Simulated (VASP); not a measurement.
## TiO2: single point with PBE

Crystal: TiO2.

```
Ti O
1.0
     1.49733    0.86448    6.98154
    -1.49733    0.86448    6.98154
     0.00000   -1.72897    6.98154
Ti O
1 2
Direct
  0.00000 0.00000 0.00000
  0.62047 0.62047 0.62047
  0.37953 0.37953 0.37953
```

Measurements of this composition are mostly on another form, of space group No. 141.

```json
{
  "Program": "VASP 6.6.1",
  "Task": "single point",
  "Functional": "PBE",
  "Potentials or basis": "VASP PAW PBE potentials, release 64 (Ti_sv, O)",
  "Cutoff": "520 eV",
  "k mesh": "6 × 6 × 6",
  "Occupations": "gaussian, width 0.1 eV",
  "Spin": "collinear spin, typed start",
  "Starting moments": "[1.0, 0.0, 0.0] μB",
  "Dipole correction": "no",
  "Further INCAR settings": "ALGO = Normal; EDIFF = 1e-07; NBANDS = 23"
}
```

* Pressure: -0.3 GPa
* Largest force: 0.039 eV/Å
* Band gap on the k mesh: 2.68 eV, indirect (least direct gap 2.85 eV)
* Net moment: 0.00 μB per cell
* Valence electrons inside the program's atomic spheres: Ti 10.24; O 5.03

Forces in eV/Å, atoms in the order of the input:
```
Ti   0.000  0.000  0.000
O    0.000  0.000  0.039
O    0.000  0.000 -0.039
```

Stress tensor (GPa, compression positive):
```
-0.28  0.00  0.00
 0.00 -0.28  0.00
 0.00  0.00 -0.38
```

Levels at points of the mesh, in eV from the valence-band top:
Spin up:
| k point | band 9 | band 10 | band 11 | band 12 | band 13 | band 14 | band 15 | band 16 |
| --- | --- | --- | --- | --- | --- | --- | --- | --- |
| (0.00, 0.00, 0.00) | -3.59 | -0.60 | -0.18 | -0.18 | 2.68 | 2.68 | 4.36 | 6.82 |
| (0.50, 0.00, 0.00) | -2.53 | -1.66 | -1.20 | -0.63 | 2.92 | 3.70 | 3.77 | 6.25 |
| (0.50, 0.50, 0.00) | -2.53 | -1.66 | -1.20 | -0.62 | 2.92 | 3.70 | 3.77 | 6.24 |
| (0.50, 0.50, 0.50) | -3.59 | -0.66 | -0.18 | -0.18 | 2.68 | 2.68 | 4.37 | 6.82 |
Spin down:
```csv
k point,band 9,band 10,band 11,band 12,band 13,band 14,band 15,band 16
"(0.00, 0.00, 0.00)",-3.59,-0.60,-0.18,-0.18,2.68,2.68,4.36,6.82
"(0.50, 0.00, 0.00)",-2.53,-1.66,-1.20,-0.63,2.92,3.70,3.77,6.25
"(0.50, 0.50, 0.00)",-2.53,-1.66,-1.20,-0.62,2.92,3.70,3.77,6.24
"(0.50, 0.50, 0.50)",-3.59,-0.66,-0.18,-0.18,2.68,2.68,4.37,6.82
```

It took 8.2 min on 1 thread of Intel(R) Xeon(R) Platinum 8488C (Sapphire Rapids), on a shared host, peak memory 0.52 GiB.

A k mesh can miss the band edges.
